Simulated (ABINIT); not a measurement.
The system is Cu.

```
Cu
1.0
     0.00000    1.80750    1.80750
     1.80750    0.00000    1.80750
     1.80750    1.80750    0.00000
Cu
1
Direct
  0.00000 0.00000 0.00000
```

Base run:

- Program: ABINIT 10.8.3 (patched build)
- Functional: RPBE
- Potentials or basis: JTH PAW PBE v2.0
- Cutoff: 844 eV
- k mesh: 13 × 13 × 13
- Occupations: fermi-dirac, width 0.05 eV
- Spin: no spin polarisation

Its results: band gap on the k mesh none (metal or under the smearing width); pressure 5.4 GPa.

Question: The run is repeated on the same cell with these changes: functional from RPBE to PBEsol. What comes out?

Answer: Band gap on the k mesh none (metal or under the smearing width); pressure -6.8 GPa.

PBEsol binds more tightly than RPBE, so the same cell stands under less pressure.

Caveats: the PAW data sets were made with another functional, which shifts forces and pressure a little.
